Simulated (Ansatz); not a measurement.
**Mo: Seebeck coefficient and carrier response**

These are results of Ansatz 0.2.0, DFT PBEsol, scalar-relativistic, plane waves, PAW, not measurements. Plane waves to 420 eV; Γ-centred k mesh 20×20×20; Fermi-Dirac smearing of 0.15 eV. No spin polarisation.

Equilibrium structure at this level:
```xyz
1
Lattice="-1.5651 1.5651 1.5651 1.5651 -1.5651 1.5651 1.5651 1.5651 -1.5651" Properties=species:S:1:pos:R:3 pbc="T T T"
Mo    0.0000    0.0000    0.0000
```

In a metal these results depend on the k mesh and the smearing.

Constant relaxation time and rigid bands. The levels are interpolated over the whole zone and filled by a Fermi function at the stated temperature, with the chemical potential set by the electron count. Seebeck coefficients of a few μV/K are small differences and uncertain even in sign.

Question: Give the Drude plasma energies, the density of states at the chemical potential and σ/τ at 300 K.

Answer:
* Plasma energy xx, yy, zz: 8.83, 8.83, 8.83 eV
* Density of states (thermally broadened): 0.58 states/eV/cell
* Conductivity over τ, xx, yy, zz: 15.9, 15.9, 15.9 ×10²⁰ (Ω·m·s)⁻¹

Question: And the Seebeck coefficient (μV/K)?

Answer:
```csv
T (K),Sxx,Syy,Szz
300,-0.6,-0.6,-0.6
600,-1.8,-1.8,-1.8
900,-3.4,-3.4,-3.4
```

Cost: 1 run of about 1.6 core-minutes, on AMD EPYC 9R45 (Zen 5) (shared hosts).